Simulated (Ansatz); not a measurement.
The system is Au.

```
Au
1.0
     2.90000    0.00000    0.00000
    -1.45000    2.51147    0.00000
     0.00000    0.00000    4.88000
Au
2
Direct
  0.66667 0.33333 0.25000
  0.33333 0.66667 0.75000
```

This isn't the form of Au at room conditions, which is fcc.

| Property | Result |
| --- | --- |
| Program | Ansatz 0.2.0 |
| Task | relaxation of cell and atoms |
| Functional | LDA |
| Potentials or basis | Ansatz PAW |
| Cutoff | 420 eV (not typed: the program's choice for these potentials) |
| k mesh | 11 × 11 × 6 |
| Occupations | methfessel-paxton, width 0.2 eV |
| Spin | no spin polarisation |

At the start: volume 17.77 Å³/atom.

**Question.** Where does the relaxation end?

**Answer.** It ends after 5 steps and the volume is 16.58 Å³/atom (-6.7 %); space group P6_3/mmc (No. 194, to 0.05 Å).

Step by step:
| step | energy change (eV) | largest force (eV/Å) | volume (Å³) |
| --- | --- | --- | --- |
| 1 | 0.0000 | 0.0000 | 35.54 |
| 2 | -0.0844 | 0.0000 | 33.55 |
| 3 | -0.0873 | 0.0000 | 33.09 |
| 4 | -0.0874 | 0.0000 | 33.16 |
| 5 | -0.0868 | 0.0000 | 33.16 |

Final structure:
```
Au
1.0
     2.84392    0.00000    0.00000
    -1.42196    2.46291    0.00000
     0.00000    0.00000    4.73439
Au
2
Direct
  0.66667 0.33333 0.25000
  0.33333 0.66667 0.75000
```

Caveat: the plane-wave basis is chosen anew once the cell has moved, so the energies of steps on either side of that aren't comparable; the PAW data sets come from PBE, with cores solved anew for the run's functional, which leaves a small shift of forces and pressure.
